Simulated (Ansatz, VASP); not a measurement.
This is a calculation of Os (Osmium) for Ansatz 0.2.0. 

File input.yaml:

```yaml
crystal:
  lattice:
    - [2.7341, 0.0, 0.0]
    - [-1.36705, 2.3678000565, 0.0]
    - [0.0, 0.0, 4.3197]
  atoms:
    - { symbol: Os, position: [0.6666666667, 0.3333333333, 0.75] }
    - { symbol: Os, position: [0.3333333333, 0.6666666667, 0.25] }
kpoints:
  mp_grid: { grid: [11, 11, 6] }
scf:
  occupations: { method: gaussian, width: 0.027 }
hamiltonian:
  xc: pbe
  pseudopotentials: { kind: all_electron, lapw: { basis_error: 0.001 } }
output:
  forces: true
  stress: true
  eigenvalues: true
```

Potentials or basis: all-electron LAPW, scalar-relativistic.

The run is started by

```console
$ ansatz run input.yaml --threads 1 --pin off --max-ram 3072MiB --backend cpu --events-out ev --progress --plain --runs-dir out
```

Question: What does the same run look like in VASP 6.6.1? Potentials or basis there: PBE PAW files Os, 520 eV.

Answer: As run (cutoffs and basis follow the program's own potentials, and thresholds, step limits or extra output files can differ):

Contents of INCAR:

```
ALGO = Fast
EDIFF = 1E-6
ENCUT = 520
GGA = PE
ISIF = 2
ISMEAR = 0
LASPH = T
LCHARG = F
LREAL = F
LWAVE = F
NBANDS = 15
NELM = 100
PREC = Accurate
SIGMA = 0.027000000000000003
```

KPOINTS

```
k-points
0
Gamma
  11 11 6
```

Contents of POSCAR:

```
Os
1.0
    2.7341000000      0.0000000000      0.0000000000
   -1.3670500000      2.3678000565      0.0000000000
    0.0000000000      0.0000000000      4.3197000000
Os
2
Direct
    0.6666666667      0.3333333333      0.7500000000
    0.3333333333      0.6666666667      0.2500000000
```

Potentials or basis: VASP PAW PBE potentials, release 64 (Os).

The run is started by

```sh
$ cat potpaw_PBE.64/Os/POTCAR > POTCAR
$ mpirun -np 1 vasp_std > vasp.out
```

Both were run:

|  | Ansatz | VASP |
| --- | --- | --- |
| Pressure | 8.7 GPa | 8.7 GPa |

Where Ansatz's input types no cutoff or centring, it takes its own default and a Γ-centred mesh.

Pressure is positive in compression.
